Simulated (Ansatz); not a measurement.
# CdS (Hawleyite) (F-43m) in Ansatz: a series of runs, part 2 of 2

Ansatz 0.2.0. The steps go on from the part before.

**4. Relaxation of cell and atoms, BLYP**

The input, input.yaml:

```yaml
crystal:
  lattice:
    - [0.0, 2.9165, 2.9165]
    - [2.9165, 0.0, 2.9165]
    - [2.9165, 2.9165, 0.0]
  atoms:
    - { symbol: Cd, position: [0.0, 0.0, 0.0] }
    - { symbol: S, position: [0.75, 0.75, 0.75] }
hamiltonian:
  xc: blyp
  pseudopotentials: { kind: paw }
kpoints:
  mp_grid: { grid: [8, 8, 8] }
scf:
  occupations: { method: fermi_dirac, width: 0.05 }
output:
  forces: true
  stress: true
relax:
  f_tol: 0.01
  max_steps: 40
  cell: { stress_tol: 0.05 }
```

Potentials or basis: Ansatz PAW.

Command:

```console
$ ansatz run input.yaml --threads 2 --pin off --max-ram 5632MiB --backend cpu --events-out ev --progress --plain --runs-dir out
```

The log of the run:

```text
Warning: RAYON_NUM_THREADS=2 ignored (pool sized by the plan → 2); use --threads N
Engine: ansatz 0.2.0, x86_64-unknown-linux-gnu
Pseudopotentials: kind: paw
Pseudopotential: Cd, paw, valence charge 20, recommended cutoff 420 eV (normal), Cd.paw.azcp
Pseudopotential: S, paw, valence charge 6, recommended cutoff 420 eV (normal), S.paw.azcp
Functional definition: BLYP
  parameter beta = 0.0042
  parameter a = 0.04918
  parameter b = 0.132
  parameter c = 0.2533
  parameter d = 0.349
  exchange = b88_x(beta = beta)
  correlation = lyp_c(a = a, b = b, c = c, d = d)
Crystal: 2 atoms, lattice volume = 49.615 Å³
Basis set: ecut = 420 eV, 941 PW (Γ), exchange–correlation on 60×60×60 points (8 copies of the dense FFT grid, shifted against one another)
Bands: 17, of which v1, the nominal top of the filled ones, is band 13 counted from 1 (12 counted from 0)
Symmetry: 24 space group operations
Space group: F-43m (ITA 216), of the structure as read, at distance tolerance 3.7e-5 Å
k-points: 29 of 512 (time reversal used)
Non-local potential: Cd, projectors of the file, l = 0: 3, l = 1: 2, l = 2: 2, l = 3: 1
Non-local potential: S, projectors of the file, l = 0: 2, l = 1: 2, l = 2: 2
PAW form: soft (Blöchl's): semilocal exchange-correlation on the pseudo side does not see the compensation charge
PAW frozen core: Cd, regenerated for the run's functional, and the local potential with it (the file was generated under x = pbe(κ = 0.804, μ = 0.2195149727645171), c = pbe(β = 0.06672455060314922))
PAW frozen core: S, regenerated for the run's functional, and the local potential with it (the file was generated under x = pbe(κ = 0.804, μ = 0.2195149727645171), c = pbe(β = 0.06672455060314922))
PAW one-centre angular grid: Cd, 590 points (default); XC on 64 Gauss nodes
PAW one-centre angular grid: S, 110 points (default); XC on 64 Gauss nodes
Initial density: superposition of atomic densities (neutral atoms: chi_scale 0, normalization atom), corrected by the library's trained network
Initial wavefunctions: pseudopotential atomic-orbital guess
Functional: x = b88, c = lyp
SCF iter   1: F=—  HF=-9178.026148 eV  |F-HF|=—  |Δ(HF+E_count)|=         —  Δρ=5.65e-3  dr2=1.73e-2  ethr=1.77e-3  ⟨swp⟩=5.3  Hψ=2393  notcnv=0
preconditioner: auto → none  [insulator: Δε(μ)=1.152 eV  Ē_g=12.415 eV  σ=0.050 eV  W_gap=1.00  n_scr=14 (ndim 8)  ℏωp=22.4 eV  f_vac=0.128  D(μ)=0.00/eV (n_scr^D=0)  ε∞_Penn≈4.2]
SCF iter   2: F=—  HF=-9178.021760 eV  |F-HF|=—  |Δ(HF+E_count)|=   4.39e-3  Δρ=1.73e-3  dr2=1.99e-3  ethr=6.64e-5  ⟨swp⟩=2.0  Hψ=1102  notcnv=0
SCF iter   3: F=—  HF=-9178.021226 eV  |F-HF|=—  |Δ(HF+E_count)|=   5.34e-4  Δρ=9.73e-4  dr2=2.30e-4  ethr=7.65e-6  ⟨swp⟩=2.3  Hψ=679  notcnv=0
SCF iter   4: F=—  HF=-9178.021198 eV  |F-HF|=—  |Δ(HF+E_count)|=   2.79e-5  Δρ=3.29e-4  dr2=3.42e-5  ethr=8.86e-7  ⟨swp⟩=3.0  Hψ=1016  notcnv=0
SCF iter   5: F=—  HF=-9178.021170 eV  |F-HF|=—  |Δ(HF+E_count)|=   2.81e-5  Δρ=6.41e-5  dr2=6.90e-7  ethr=1.32e-7  ⟨swp⟩=2.4  Hψ=834  notcnv=0
SCF iter   6: F=-9178.021170 eV  HF=-9178.021170 eV  |F-HF|=1.29e-8  |Δ(HF+E_count)|=   2.91e-7  Δρ=9.07e-6  dr2=2.21e-8  ethr=3.85e-10  ⟨swp⟩=4.1  Hψ=1628  notcnv=0
SCF 1 converged in 6 iterations: F = -9178.021170 eV  dr2 = 2.21e-8
relax step   1: F+E_penalty+E_count = -9178.02116987 eV  Δ(F+E_penalty+E_count) = +0.000e0 eV  max|allowed force component| = 1.758e-16 eV/Å  Δτ_max = 0.0000 Å  P = +6.102 GPa  Ω = 49.615 Å³  (6 SCF iters, dr2 threshold 1.00e-7 eV, accepted)
Crystal: 2 atoms, lattice volume = 54.621 Å³
[... 19 lines left out ...]
SCF iter   4: F=-9178.114059 eV  HF=-9178.114059 eV  |F-HF|=3.67e-8  |Δ(HF+E_count)|=   4.05e-8  Δρ=1.03e-5  dr2=4.59e-8  ethr=7.69e-10  ⟨swp⟩=4.1  Hψ=1628  notcnv=0
SCF 3 converged in 4 iterations: F = -9178.114059 eV  dr2 = 4.59e-8
relax step   3: F+E_penalty+E_count = -9178.11405935 eV  Δ(F+E_penalty+E_count) = -4.027e-4 eV  max|allowed force component| = 8.211e-17 eV/Å  Δτ_max = 0.0000 Å  P = +0.060 GPa  Ω = 54.970 Å³  energy of the carried Pulay correction = -8.964e-4 eV  (4 SCF iters, dr2 threshold 2.00e-7 eV, accepted)
Crystal: 2 atoms, lattice volume = 55.040 Å³
iter 1 solved again at ethr=7.74e-9 eV; its pass at ethr=3.10e-3 eV (dr2=2.01e-6 eV) is discarded
SCF iter   1: F=—  HF=-9178.114086 eV  |F-HF|=—  |Δ(HF+E_count)|=         —  Δρ=3.71e-5  dr2=1.40e-6  ethr=7.74e-9  ⟨swp⟩=2.0  Hψ=2859  notcnv=0
preconditioner: auto → none  [insulator: Δε(μ)=0.841 eV  Ē_g=11.974 eV  σ=0.050 eV  W_gap=1.00  n_scr=14 (ndim 8)  ℏωp=21.2 eV  f_vac=0.168  D(μ)=0.00/eV (n_scr^D=0)  ε∞_Penn≈4.1]
SCF iter   2: F=—  HF=-9178.114062 eV  |F-HF|=—  |Δ(HF+E_count)|=   2.41e-5  Δρ=1.71e-5  dr2=1.47e-7  ethr=5.39e-9  ⟨swp⟩=2.0  Hψ=754  notcnv=0
SCF iter   3: F=—  HF=-9178.114062 eV  |F-HF|=—  |Δ(HF+E_count)|=   1.35e-8  Δρ=7.54e-6  dr2=2.82e-8  ethr=5.66e-10  ⟨swp⟩=2.0  Hψ=566  notcnv=0
SCF iter   4: F=-9178.114062 eV  HF=-9178.114062 eV  |F-HF|=3.41e-9  |Δ(HF+E_count)|=   2.75e-9  Δρ=2.77e-6  dr2=3.70e-9  ethr=3.46e-11  ⟨swp⟩=4.1  Hψ=1627  notcnv=0
SCF 4 converged in 4 iterations: F = -9178.114062 eV  dr2 = 3.70e-9
relax step   4: F+E_penalty+E_count = -9178.11406165 eV  Δ(F+E_penalty+E_count) = -2.300e-6 eV  max|allowed force component| = 8.095e-17 eV/Å  Δτ_max = 0.0000 Å  P = +0.001 GPa  Ω = 55.040 Å³  energy of the carried Pulay correction = -9.075e-4 eV  (4 SCF iters, dr2 threshold 9.01e-9 eV, accepted)
Initial wavefunctions: pseudopotential atomic-orbital guess (no wavefunctions were taken with the density)
iter 1 solved again at ethr=1.31e-7 eV; its pass at ethr=3.10e-3 eV (dr2=3.40e-5 eV) is discarded
SCF iter   1: F=—  HF=-9178.114780 eV  |F-HF|=—  |Δ(HF+E_count)|=         —  Δρ=1.50e-4  dr2=2.18e-6  ethr=1.31e-7  ⟨swp⟩=3.0  Hψ=3780  notcnv=0
preconditioner: auto → none  [insulator: Δε(μ)=0.842 eV  Ē_g=11.974 eV  σ=0.050 eV  W_gap=1.00  n_scr=14 (ndim 8)  ℏωp=21.2 eV  f_vac=0.168  D(μ)=0.00/eV (n_scr^D=0)  ε∞_Penn≈4.1]
SCF iter   2: F=—  HF=-9178.114759 eV  |F-HF|=—  |Δ(HF+E_count)|=   2.12e-5  Δρ=6.37e-5  dr2=5.86e-7  ethr=8.40e-9  ⟨swp⟩=2.0  Hψ=784  notcnv=0
SCF iter   3: F=—  HF=-9178.114760 eV  |F-HF|=—  |Δ(HF+E_count)|=   5.01e-7  Δρ=2.50e-5  dr2=1.16e-7  ethr=2.25e-9  ⟨swp⟩=2.0  Hψ=716  notcnv=0
SCF iter   4: F=—  HF=-9178.114760 eV  |F-HF|=—  |Δ(HF+E_count)|=   3.89e-8  Δρ=4.20e-6  dr2=8.18e-9  ethr=4.46e-10  ⟨swp⟩=2.0  Hψ=841  notcnv=0
SCF iter   5: F=—  HF=-9178.114760 eV  |F-HF|=—  |Δ(HF+E_count)|=  1.64e-11  Δρ=1.52e-6  dr2=3.58e-10  ethr=3.15e-11  ⟨swp⟩=2.0  Hψ=718  notcnv=0
SCF iter   6: F=-9178.114760 eV  HF=-9178.114760 eV  |F-HF|=1.46e-11  |Δ(HF+E_count)|=  5.68e-10  Δρ=1.55e-7  dr2=3.05e-12  ethr=1.00e-12  ⟨swp⟩=4.0  Hψ=2266  notcnv=0
SCF 5 converged in 6 iterations: F = -9178.114760 eV  dr2 = 3.05e-12
relax step   5: F+E_penalty+E_count = -9178.11475957 eV  Δ(F+E_penalty+E_count) = -6.979e-4 eV  max|allowed force component| = 7.517e-17 eV/Å  Δτ_max = 0.0000 Å  P = -0.010 GPa  Ω = 55.040 Å³  stress off target by 1.01e-2 GPa  SCF on the basis re-selected at this cell (its energy is not comparable with the rows above)  (6 SCF iters)
basis re-selected at this cell: Δ(F+E_penalty+E_count) = -6.979e-4 eV, ΔP = -0.011 GPa vs the last step (what re-selecting the basis moved, of the pressure what is left beyond the Pulay correction that the steps carried, after the strain that the cell walked since its last selection, with what the two solves' SCF thresholds leave and, on support functions, any second-order correction that the steps lacked; it is no measure of the basis error at this ecutwfc). This SCF's stress stands 1.01e-2 GPa from its target on what of the cell is left free (relax.cell.stress_tol is 5.00e-2 GPa) and its largest allowed force component is 7.52e-17 eV/Å (relax.f_tol is 1.00e-2 eV/Å): within both
SCF converged after 6 iterations
Free energy (F): -9178.114760 eV
Harris-Foulkes:  -9178.114760 eV  (|F-HF|=1.46e-11)
Internal energy: -9178.114757 eV  (E = F + TS)
E sigma→0 (E₀):  -9178.114759 eV
Entropy (-TS):   -0.000002 eV (-0.001 meV/atom)
Fermi energy:    6.350556 eV
--- Per-component energies (eV) ---
  E_band       = -528.237465
  E_kinetic    = 611.188929
  E_local      = -4163.987270  (includes V_loc(G=0)·N_el)
  E_nonlocal   = 60.095615
  E_hartree    = 1904.974304
  E_xc         = -270.461332
  E_vxc        = -303.051392  (∫ρ·V_xc dr)
  E_paw        = -4707.003507  (= ΣΔE_a)
  E_vpaw       = -542.432023  (= ΣTr[D̂ρ^β])
  E_aug_tail   = 0.000014  (compensation charges beyond the density's cutoff)
  E_ewald      = -2613.019788
  E_core_change = 0.098278  (= ΣΔE_core)
  E_smearing   = -0.000002  (= −TS)
  E_closure    = 0.000000  (closes the sum)
  Σ components = -9178.114760   (vs F -9178.114760, Δ=0.00e0)
--- Forces (eV/Å), atoms counted from 1 ---
  atom   1  Cd    -0.00000000     0.00000000    -0.00000000
  atom   2  S      0.00000000    -0.00000000    -0.00000000
  max |Σ_I F_I| component: 5.09e-17 eV/Å
--- Stress (GPa, compression-positive) ---
       -0.010056      -0.000000      -0.000000
       -0.000000      -0.010056      -0.000000
       -0.000000      -0.000000      -0.010056
  P = ⅓ Tr σ = -0.0101 GPa (-0.101 kbar)
--- Relaxed structure (4 steps of the walk, 4 accepted, 1 SCFs on fresh bases) ---
  F+E_penalty+E_count = -9178.11475957 eV   max|allowed force component| = 7.517e-17 eV/Å   (the final SCF, on the basis selected at the relaxed cell)
  cell:  # Å, volume = 55.0403 Å³
    - [-6.420201934443447e-33, 3.0191420656555708, 3.0191420656555708]
    - [3.0191420656555708, -1.783385924640374e-32, 3.0191420656555708]
    - [3.0191420656555708, 3.0191420656555708, 2.2419176208698847e-33]
  atoms:
    - { symbol: Cd, position: [1.568346860250192e-33, -2.657935205266115e-33, -1.7444419463133715e-33] }
    - { symbol: S, position: [0.7500000000000001, 0.7500000000000001, 0.7500000000000001] }
```

Wall time 12 s (2 threads of Intel Xeon at 2.50GHz (Skylake/Cascade Lake), shared host); peak memory 0.37 GiB.

What came out:

```yaml
Free_energy: -9178.1148 eV
Relaxed_volume: 27.52 Å³/atom
Relaxed_cell: a = 4.270 Å, b = 4.270 Å, c = 4.270 Å, α = 60.00°, β = 60.00°, γ = 60.00°
Space_group_after_relaxing_to_0.05_Å: F-43m (No. 216)
Energy_gained_by_relaxing: 46.8 meV/atom
Ionic_steps: 5
Pressure_after_relaxing: 0.0 GPa
Band_gap_on_the_k_mesh: 0.84 eV
```

The path:
```
step  energy change (eV)  largest force (eV/Å)  volume (Å³)
   1              0.0000                0.0000        49.62
   2             -0.0925                0.0000        54.62
   3             -0.0929                0.0000        54.97
   4             -0.0929                0.0000        55.04
   5             -0.0936                0.0000        55.04
```

Final structure:
```
Cd S
1.0
     0.00000    3.01914    3.01914
     3.01914    0.00000    3.01914
     3.01914    3.01914    0.00000
Cd S
1 1
Direct
  0.00000 0.00000 0.00000
  0.75000 0.75000 0.75000
```

Caveat: the plane-wave basis is chosen anew once the cell has moved, so the energies of steps on either side of that aren't comparable; the volume moved by +11 % from the deposited cell, more than functionals usually miss; the PAW data sets come from PBE, with cores solved anew for the run's functional, which leaves a small shift of forces and pressure.

**5. Single point, PBE**

The input, input.yaml:

```yaml
crystal:
  lattice:
    - [0.0, 2.9165, 2.9165]
    - [2.9165, 0.0, 2.9165]
    - [2.9165, 2.9165, 0.0]
  atoms:
    - { symbol: Cd, position: [0.0, 0.0, 0.0] }
    - { symbol: S, position: [0.75, 0.75, 0.75] }
hamiltonian:
  xc: pbe
  pseudopotentials: { kind: paw }
kpoints:
  mp_grid: { grid: [8, 8, 8] }
scf:
  occupations: { method: gaussian, width: 0.012 }
output:
  forces: true
  stress: true
  eigenvalues: true
```

Command:

```console
$ ansatz run input.yaml --threads 2 --pin off --max-ram 5632MiB --backend cpu --events-out ev --progress --plain --runs-dir out
```

It took 2.1 s on 2 threads of Intel Xeon at 2.50GHz (Skylake/Cascade Lake), shared host; peak memory 0.34 GiB.

Results (log left out):

```
Free energy            : -9157.8078 eV
Pressure               : 2.8 GPa
Band gap on the k mesh : 1.15 eV, direct
```

Levels at points of the mesh, in eV from the valence-band top:
| k point | band 11 | band 12 | band 13 | band 14 | band 15 | band 16 |
| --- | --- | --- | --- | --- | --- | --- |
| (0.00, 0.00, 0.00) | 0.00 | 0.00 | 0.00 | 1.15 | 6.53 | 6.53 |
| (0.00, 0.00, -0.50) | -4.40 | -0.75 | -0.75 | 3.01 | 6.99 | 6.99 |
| (0.00, -0.50, -0.50) | -3.95 | -1.88 | -1.88 | 3.56 | 4.36 | 9.19 |

**6. Summary**

| task | level | cell | smearing | gap on the mesh (eV) | pressure (GPa) | relaxed volume (Å³/atom) |
| --- | --- | --- | --- | --- | --- | --- |
| relaxation of cell and atoms | RPBE+D3(BJ) | relaxed | fermi-dirac 0.05 eV | 1.46 | 0.0 | 23.32 |
| relaxation of cell and atoms | revPBE | relaxed | fermi-dirac 0.05 eV | 1.12 | 0.0 | 26.78 |
| relaxation of cell and atoms | BLYP | relaxed | fermi-dirac 0.05 eV | 0.84 | 0.0 | 27.52 |
| single point | PBE | as given | gaussian 0.012 eV | 1.15 | 2.8 | - |

Alike in all rows: potentials or basis Ansatz PAW; no spin polarisation; k mesh 8 × 8 × 8; cutoff (eV) 420.

Caveats: the plane-wave basis is chosen anew once the cell has moved, so the energies of steps on either side of that aren't comparable (some runs); the PAW data sets come from PBE, with cores solved anew for the run's functional, which leaves a small shift of forces and pressure (some runs); the volume moved by +11 % from the deposited cell, more than functionals usually miss (some runs).

Absolute energies hang on the potentials; compare differences alone.
